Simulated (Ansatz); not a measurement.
CdS under changes of volume

One of the cells (45.635 Å³/atom); the others are scaled copies at fixed shape and fractional positions:

```
Cd S
1.0
     4.26117    0.00000    0.00000
    -2.13058    3.69028    0.00000
     0.00000    0.00000    5.80417
Cd S
1 1
Direct
  0.00000 0.00000 0.44269
  0.66667 0.33333 0.43431
```

Measurements of this composition are mostly on another form, of space group No. 186.

- Program: Ansatz 0.2.0
- Functional: PBE
- Potentials or basis: Ansatz PAW
- Cutoff: 420 eV (not typed: the program's choice for these potentials)
- k mesh: 7 × 7 × 5
- Occupations: fermi-dirac, width 0.05 eV
- Spin: no spin polarisation

```tsv
volume (Å³/atom)	energy over the lowest point (meV/atom)	pressure (GPa)	gap on the mesh (eV)	largest force (eV/Å)
42.897	11.49	1.7	1.57	0.011
43.810	3.92	1.0	1.54	0.005
44.722	0.23	0.3	1.51	0.000
45.635	0.00	-0.2	1.47	0.005
46.548	2.86	-0.8	1.43	0.010
47.460	?	?	?	?
48.373	16.59	-1.6	1.31	0.018
```

Question: What does the run at 47.460 Å³/atom give?

Answer: Energy over the lowest point 8.49 meV/atom; pressure -1.2 GPa; gap on the mesh 1.38 eV; largest force 0.014 eV/Å.

Worked out: A Birch-Murnaghan fit of order 3 (a polynomial in V^(-2/3)) to the other rows has its minimum at 45.24 Å³/atom with B0 = V·E''(V) = 28 GPa and B' = 4.6 at fixed shape and positions, which overstates the stiffness. It gives 8.49 meV/atom at 47.460 Å³/atom, against the run's 8.49, and -dE/dV = -1.2 GPa, against -1.2. A parabola through the other rows of the gap, of slope -2.94 eV per unit of ln V there, gives 1.37 eV, against the run's 1.38.

Energies are extrapolated to zero smearing.

Caveats: odd divisions of the mesh miss points on the zone boundary, where band edges often lie, so the gap on the mesh can be too wide.

A mesh can miss the band edges. Spin-orbit coupling on Cd is left out.
